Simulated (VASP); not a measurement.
# Nb (Fm-3m) in VASP: single point with LDA

Aim: the single point of Nb with LDA.

Everything below comes from runs of VASP 6.6.1. Logs are shortened: lines on timing, memory, paths and dates and some standing lists are left out, and cuts for length are marked.

### Step 1. Starting point

Symmetry: Fm-3m, No. 225, cubic system. The conventional cell has a = 4.230 Å, b = 4.230 Å, c = 4.230 Å, α = 90.00°, β = 90.00°, γ = 90.00°. Around Nb (site symmetry m-3m) lie 12 Nb at 2.99 Å.

This isn't the form of Nb at room conditions, which is bcc.

### Step 2. Single point, LDA

Input file INCAR:

```
SYSTEM = Nb
ALGO     = Fast           ! electronic algorithm
EDIFF    = 1E-6           ! SCF threshold, eV
ENCUT    = 520            ! plane-wave cutoff, eV
ISIF     = 2              ! what is computed and relaxed
ISMEAR   = -1             ! smearing method
LASPH    = .TRUE.         ! aspherical terms in the spheres
LCHARG   = .FALSE.        ! write CHGCAR
LREAL    = .FALSE.        ! projectors in reciprocal space
LWAVE    = .FALSE.        ! write WAVECAR
NBANDS   = 12             ! bands
NELM     = 100            ! most SCF steps
PREC     = Accurate       ! precision mode
SIGMA    = 0.3            ! smearing width, eV
```

Input file KPOINTS:

```
k-points
0
G
  5 5 5
  0 0 0
```

Input file POSCAR:

```
Nb
1.0
    0.0000000000      2.1150000000      2.1150000000
    2.1150000000      0.0000000000      2.1150000000
    2.1150000000      2.1150000000      0.0000000000
Nb
1
Direct
    0.0000000000      0.0000000000      0.0000000000
```

Potentials or basis: VASP PAW LDA potentials, release 64 (Nb_sv).

The run is started by

```
cat potpaw_LDA.64/Nb_sv/POTCAR > POTCAR
mpirun -np 1 vasp_std > vasp.out
```

OUTCAR:

```text
SYSTEM = Nb
   EDIFF = 1E-6
   ENCUT = 520
   ISIF = 2
   ISMEAR = -1
   LASPH = .TRUE.
   LREAL = .FALSE.
   NELM = 100
   PREC = Accurate

 ion  position               nearest neighbor table
   1  0.000  0.000  0.000-

  LATTYP: Found a face centered cubic cell.
 ALAT       =     4.2300000000

  Lattice vectors:

 A1 = (   0.0000000000,   2.1150000000,   2.1150000000)
 A2 = (   2.1150000000,   0.0000000000,   2.1150000000)
 A3 = (   2.1150000000,   2.1150000000,   0.0000000000)

Analysis of symmetry for initial positions (statically):
=====================================================================
 Subroutine PRICEL returns:
 Original cell was already a primitive cell.

 Routine SETGRP: Setting up the symmetry group for a
 face centered cubic supercell.

 Subroutine GETGRP returns: Found 48 space group operations
 (whereof 48 operations were pure point group operations)
 out of a pool of 48 trial point group operations.

The static configuration has the point symmetry O_h .

Analysis of symmetry for dynamics (positions and initial velocities):
=====================================================================
 Subroutine PRICEL returns:
 Original cell was already a primitive cell.

 Routine SETGRP: Setting up the symmetry group for a
 face centered cubic supercell.

 Subroutine GETGRP returns: Found 48 space group operations
 (whereof 48 operations were pure point group operations)
 out of a pool of 48 trial point group operations.

The dynamic configuration has the point symmetry O_h .

 Subroutine INISYM returns: Found 48 space group operations
 (whereof 48 operations are pure point group operations),
 and found     1 'primitive' translations

----------------------------------------------------------------------------------------

                                     Primitive cell

  volume of cell :      18.9217

  direct lattice vectors                    reciprocal lattice vectors
     0.000000000  2.115000000  2.115000000    -0.236406619  0.236406619  0.236406619
     2.115000000  0.000000000  2.115000000     0.236406619 -0.236406619  0.236406619
     2.115000000  2.115000000  0.000000000     0.236406619  0.236406619 -0.236406619

  length of vectors
     2.991061684  2.991061684  2.991061684     0.409468276  0.409468276  0.409468276

  position of ions in fractional coordinates (direct lattice)
     0.000000000  0.000000000  0.000000000

  ion indices of the primitive-cell ions
   primitive index   ion index
                 1           1

----------------------------------------------------------------------------------------

 KPOINTS: k-points

Automatic generation of k-mesh.
 Grid dimensions read from file:
 generate k-points for:    5    5    5

 Generating k-lattice:

  Cartesian coordinates                     Fractional coordinates (reciprocal lattice)
    -0.047281324  0.047281324  0.047281324     0.200000000  0.000000000  0.000000000
     0.047281324 -0.047281324  0.047281324     0.000000000  0.200000000  0.000000000
     0.047281324  0.047281324 -0.047281324     0.000000000  0.000000000  0.200000000

  Length of vectors
     0.081893655  0.081893655  0.081893655

  Shift w.r.t. Gamma in fractional coordinates (k-lattice)
     0.000000000  0.000000000  0.000000000

 Subroutine IBZKPT returns following result:
 ===========================================

 Found     10 irreducible k-points:

 Following reciprocal coordinates:
            Coordinates               Weight
  0.000000  0.000000  0.000000      1.000000
  0.200000  0.000000  0.000000      8.000000
  0.400000  0.000000  0.000000      8.000000
  0.200000  0.200000  0.000000      6.000000
  0.400000  0.200000  0.000000     24.000000
 -0.400000  0.200000  0.000000     24.000000
 -0.200000  0.200000  0.000000     12.000000
  0.400000  0.400000  0.000000      6.000000
 -0.400000  0.400000  0.000000     12.000000
 -0.400000  0.400000  0.200000     24.000000
   k-points           NKPTS =     10   k-points in BZ     NKDIM =     10   number of bands    NBANDS=     12
   number of dos      NEDOS =    301   number of ions     NIONS =      1
   total plane-waves  NPLWV =  13824
   dimension x,y,z NGX =    24 NGY =   24 NGZ =   24
   dimension x,y,z NGXF=    48 NGYF=   48 NGZF=   48
   ions per type =               1
   NGX,Y,Z   is equivalent  to a cutoff of  13.34, 13.34, 13.34 a.u.
   NGXF,Y,Z  is equivalent  to a cutoff of  26.68, 26.68, 26.68 a.u.
 SYSTEM =  Nb
   PREC   = accura    normal or accurate (medium, high low for compatibility)
   ISTART =      0    job   : 0-new  1-cont  2-samecut
   ICHARG =      2    charge: 1-file 2-atom 10-const
   ISPIN  =      1    spin polarized calculation?
   LNONCOLLINEAR =      F non collinear calculations
   LSORBIT =      F    spin-orbit coupling
   LASPH  =      T    aspherical Exc in radial PAW
   ENCUT  =  520.0 eV  38.22 Ry    6.18 a.u.   5.56  5.56  5.56*2*pi/ulx,y,z
   NELM   =    100;   NELMIN=  2; NELMDL= -5     # of ELM steps
   EDIFF  = 0.1E-05   stopping-criterion for ELM
   LREAL  =      F    real-space projection
   EDIFFG = 0.1E-04   stopping-criterion for IOM
   NSW    =      0    number of steps for IOM
   IBRION =     -1    ionic relax: 0-MD 1-quasi-New 2-CG
   NFREE  =      0    steps in history (QN), initial steepest desc. (CG)
   ISIF   =      2    stress and relaxation
   ISYM   =      2    0-nonsym 1-usesym 2-fastsym
   POTIM  = 0.5000    time-step for ionic-motion
   TEBEG  =    0.0;   TEEND  =   0.0 temperature during run
   PSTRESS=    0.0 pullay stress
   NELECT =      13.0000    total number of electrons
   NUPDOWN=      -1.0000    fix difference up-down
   EMIN   =  10.00;   EMAX   =-10.00  energy-range for DOS
   EFERMI =   0.00;   METHOD = LEGACY
   ISMEAR =    -1;   SIGMA  =   0.30  broadening in eV -4-tet -1-fermi 0-gaus
   EFERMI_NEDOS =   21; number of points for ismear=-14 and -15
   IALGO  =     68    algorithm
   IMIX   =      4    mixing-type and parameters
     AMIX     =   0.40;   BMIX     =  1.00
     AMIX_MAG =   1.60;   BMIX_MAG =  1.00
  volume/ion in A,a.u.               =      18.92       127.69
  Fermi-wavevector in a.u.,A,eV,Ry     =   1.444560  2.729823 28.392005  2.086754
  Thomas-Fermi vector in A             =   2.562841
   LORBIT       =      0    0 simple, 1 ext, 2 COOP (PROOUT), +10 PAW based schemes
   GGA     = CA    functional components
   LHFCALC =     F    Hartree Fock is set to
   AEXX    =    0.0000 exact exchange contribution
   IVDW    =     0    specifies the selected vdW correction
   LEPSILON=     F    determine dielectric tensor
   LRPA    =     F    only Hartree local field effects (RPA)
 non-spin polarized calculation
 RMM-DIIS sequential band-by-band and
  energy-cutoff  :      520.00
  volume of cell :       18.92
 maximum number of plane-waves:       531
 NGX is ok and might be reduce to    24
   NGX = 11   NGY = 11   NGZ = 11

 number of electron      13.0000001 magnetization

 Free energy of the ion-electron system (eV)
  ---------------------------------------------------
  ext. energy  EPLUGINS =         0.00000000
  ---------------------------------------------------
  free energy    TOTEN  =       -11.11296504 eV

  energy without entropy =      -10.70917747  energy(sigma->0) =      -10.91107125

 E-fermi :  10.6669     XC(G=0): -12.4606

 val. band max:       10.4433529151   @ k =  -0.2000   0.2000   0.0000
 cond. band min:      10.6963959085   @ k =   0.4000   0.0000   0.0000
 fundamental gap:      0.2530429935
 Fermi energy:        10.6668522960

 k-point     1 :       0.0000    0.0000    0.0000
  band No.  band energies     occupation
      1     -43.7905      2.00000
      2     -19.3505      2.00000
      3     -19.3505      2.00000
      4     -19.3505      2.00000
      5       4.4748      2.00000
      6      10.7653      0.83732
      7      10.7653      0.83732
      8      10.7653      0.83732
      9      13.3147      0.00029
     10      13.3147      0.00029
     11      22.5225      0.00000
     12      27.1911      0.00000

 k-point     2 :       0.2000    0.0000    0.0000
  band No.  band energies     occupation
      1     -43.7249      2.00000
      2     -19.7760      2.00000
      3     -19.4041      2.00000
      4     -19.4041      2.00000
      5       5.7646      2.00000
      6      10.0472      1.77503
      7      11.1579      0.32582
      8      11.1579      0.32582
      9      13.1458      0.00052
     10      13.1458      0.00052
     11      23.6844      0.00000
     12      25.2492      0.00000

 k-point     3 :       0.4000    0.0000    0.0000
  band No.  band energies     occupation
      1     -43.6168      2.00000
      2     -20.4241      2.00000
      3     -19.4893      2.00000
      4     -19.4893      2.00000
      5       6.8720      1.99999
      6      10.6964      0.95080
      7      10.6964      0.95080
      8      11.3113      0.20902
      9      14.8041      0.00000
     10      14.8041      0.00000
     11      21.3437      0.00000
     12      23.4131      0.00000
[... 76 lines left out ...]
 k-point     9 :      -0.4000    0.4000    0.0000
  band No.  band energies     occupation
      1     -43.5374      2.00000
      2     -20.3293      2.00000
      3     -19.9559      2.00000
      4     -19.7116      2.00000
      5       7.3065      1.99997
      6       8.1295      1.99958
      7      11.8360      0.03980
      8      13.8709      0.00005
      9      15.2893      0.00000
     10      19.0453      0.00000
     11      19.5538      0.00000
     12      24.1531      0.00000

 k-point    10 :      -0.4000    0.4000    0.2000
  band No.  band energies     occupation
      1     -43.5510      2.00000
      2     -20.2407      2.00000
      3     -19.9663      2.00000
      4     -19.7022      2.00000
      5       8.1903      1.99948
      6       8.9315      1.99387
      7       9.8676      1.86977
      8      12.9502      0.00099
      9      14.9207      0.00000
     10      18.3269      0.00000
     11      22.0893      0.00000
     12      22.5590      0.00000

------------------------ aborting loop because EDIFF is reached ----------------------------------------

  FORCE on cell =-STRESS in cart. coord.  units (eV):
  Direction    XX          YY          ZZ          XY          YZ          ZX
  --------------------------------------------------------------------------------------
  -------------------------------------------------------------------------------------
  Total       -1.1728525     -1.1728525     -1.1728525      0.0000000      0.0000000     -0.0000000
  in kB      -99.3099766    -99.3099766    -99.3099766      0.0000000      0.0000000     -0.0000000
  external PRESSURE =     -99.3099766 kB  Pullay stress =       0.0000000 kB

 VOLUME and BASIS-vectors are now :
 -----------------------------------------------------------------------------
  energy-cutoff  :      520.00
  volume of cell :       18.92
      direct lattice vectors                 reciprocal lattice vectors
     0.000000000  2.115000000  2.115000000    -0.236406619  0.236406619  0.236406619
     2.115000000  0.000000000  2.115000000     0.236406619 -0.236406619  0.236406619
     2.115000000  2.115000000  0.000000000     0.236406619  0.236406619 -0.236406619

 POSITION                                       TOTAL-FORCE (eV/Angst)
 -----------------------------------------------------------------------------------
      0.00000      0.00000      0.00000         0.000000     -0.000000     -0.000000
 -----------------------------------------------------------------------------------
    total drift:                               -0.000000      0.000000      0.000000

  FREE ENERGIE OF THE ION-ELECTRON SYSTEM (eV)
  ---------------------------------------------------
  free  energy   TOTEN  =       -11.1129650359 eV

  energy  without entropy=      -10.7091774699  energy(sigma->0) =      -10.91107125
```

It took 6.7 s on 1 thread of Intel Xeon Platinum 8488C (Sapphire Rapids), shared host; peak memory 0.11 GiB.

What came out:

```yaml
Free_energy: -11.1130 eV
Pressure: -9.9 GPa
Band_gap_on_the_k_mesh: none (metal or under the smearing width)
```

Levels at points of the mesh, in eV from the Fermi level:
| k point | band 2 | band 3 | band 4 | band 5 | band 6 | band 7 | band 8 | band 9 | band 10 | band 11 |
| --- | --- | --- | --- | --- | --- | --- | --- | --- | --- | --- |
| (0.00, 0.00, 0.00) | -30.02 | -30.02 | -30.02 | -6.19 | 0.10 | 0.10 | 0.10 | 2.65 | 2.65 | 11.86 |

Caveat: the k mesh is coarse (spacing up to 0.51 Å⁻¹), so the values aren't converged.
